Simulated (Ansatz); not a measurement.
# NaF: band gap under strain

How does strain move the band edges of rocksalt NaF, and do the functionals agree on it? States: no strain; +3.0 % biaxial strain in x and y, free along z; -2.0 % equal strain in all directions.

Program: Ansatz 0.2.0. PAW datasets, plane waves. The values are computed, spin-unpolarised, and not measurements.

### 1 Starting point

The unstrained cell was relaxed with r2SCAN; in each strained cell the atoms were relaxed again with r2SCAN. Names of k-points are those of the unstrained zone, where strain can split equivalent points. First state: no strain.

Space group Fm-3m (No. 225), cubic; a = 4.594 Å in the conventional setting, 12.12 Å³ an atom. Na has 6 F at 2.30 Å; F has 6 Na at 2.30 Å.

Structure file:

Space group Fm-3m (No. 225). a = 4.594 Å, b = 4.594 Å, c = 4.594 Å, α = 90.00°, β = 90.00°, γ = 90.00°
```tsv
atom	site	symmetry	x	y	z
Na	4a	m-3m	0.0000	0.0000	0.0000
F	4b	m-3m	0.5000	0.0000	0.0000
```

### 2 No strain: PBE

input.yaml reads:

```yaml
crystal:
  lattice:
    - [0.0, 2.2971680842, 2.2971680842]
    - [2.2971680842, 0.0, 2.2971680842]
    - [2.2971680842, 2.2971680842, 0.0]
  atoms:
    - { symbol: Na, position: [0.0, 0.0, 0.0] }
    - { symbol: F, position: [0.5, 0.5, 0.5] }
kpoints:
  mp_grid: { grid: [10, 10, 10] }
  band_path:
    path:
      - [0.0, 0.0, 0.0]
      - [0.5, 0.0, 0.5]
      - [0.625, 0.25, 0.625]
      - [0.375, 0.375, 0.75]
      - [0.5, 0.5, 0.5]
      - [0.5, 0.25, 0.75]
    npoints: 1
hamiltonian:
  xc: pbe
scf:
  occupations: { method: fermi_dirac, width: 0.02 }
  n_extra_bands: 4
output:
  forces: true
  stress: true
  eigenvalues: true
  write_density: true
  write_potential: true
  elf: true
  volumetric_format: npy
```

On the command line:

```console
$ ansatz run input.yaml --threads 2 --pin off --max-ram 2211MiB --backend cpu --events-out ev --progress --plain --runs-dir out
```

After this run come: No strain: r2SCAN; No strain: HSE06; No strain: G0W0@PBE; +3.0 % biaxial strain in x and y, free along z: PBE; +3.0 % biaxial strain in x and y, free along z: r2SCAN; +3.0 % biaxial strain in x and y, free along z: HSE06; +3.0 % biaxial strain in x and y, free along z: G0W0@PBE; -2.0 % equal strain in all directions: PBE; -2.0 % equal strain in all directions: r2SCAN; -2.0 % equal strain in all directions: HSE06; -2.0 % equal strain in all directions: G0W0@PBE.

**Question.** What will these runs give?

The runs gave:

Least gap in eV (negative: overlap), with the change from the unstrained cell in brackets. G0W0 is on its own coarse mesh.

| state | volume change (%) | PBE | r2SCAN | HSE06 | G0W0 |
| --- | --- | --- | --- | --- | --- |
| no strain | +0.0 | 6.46 | 7.28 | 8.64 | 10.62 |
| +3.0 % biaxial strain in x and y, free along z | +5.0 | 6.19 (-0.27) | 7.01 (-0.27) | 8.34 (-0.30) | 10.29 (-0.33) |
| -2.0 % equal strain in all directions | -5.9 | 6.81 (+0.35) | 7.65 (+0.37) | 9.02 (+0.38) | 11.03 (+0.41) |

**Reading.** With HSE06, of the states in the table -2.0 % equal strain in all directions shifts the gap most, by +0.388 eV. PBE and HSE06 differ by 2.18 eV on the unstrained gap, and by at most 0.03 eV on its change: the two disagree on the size of the gap but agree on its response to strain. G0W0 here is at a finite number of bands, screening cutoff and k mesh, not at the basis limit.
